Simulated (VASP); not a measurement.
# FH: single point with RPBE+D3(BJ)

FH, in a box:

```
CELL_PARAMETERS angstrom
11.30607 0.00000 0.00000
0.00000 11.80607 0.00000
0.00000 0.00000 12.30607
ATOMIC_POSITIONS crystal
F 0.50354 0.48468 0.53275
H 0.49642 0.52402 0.46687
```

| Quantity | Value |
| --- | --- |
| Program | VASP 6.6.1 |
| Task | single point |
| Functional | RPBE |
| Dispersion | D3(BJ) |
| Potentials or basis | VASP PAW PBE potentials, release 64 (F, H) |
| Cutoff | 400 eV |
| k mesh | 1 × 1 × 1 |
| Occupations | gaussian, width 0.01 eV |
| Spin | no spin polarisation |

- Gap between the frontier levels: 8.39 eV
- Dispersion energy per atom: -0.008 eV

Forces on the atoms (eV/Å):
```
F   -0.001  0.000 -0.003
H    0.001  0.000  0.003
```

Levels at points of the mesh, in eV from the valence-band top:
| k point | band 2 | band 3 | band 4 | band 5 | band 6 | band 7 |
| --- | --- | --- | --- | --- | --- | --- |
| (0.00, 0.00, 0.00) | -3.77 | 0.00 | 0.00 | 8.39 | 9.69 | 10.29 |

Wall time 88 s on 1 thread of AMD EPYC 7R43 64-Core Processor (Zen 3), on a shared host, peak memory 0.87 GiB.

Caveat: the PAW data sets were made with another functional, which shifts forces and pressure a little. As with any semilocal functional, this RPBE gap is likely too small.
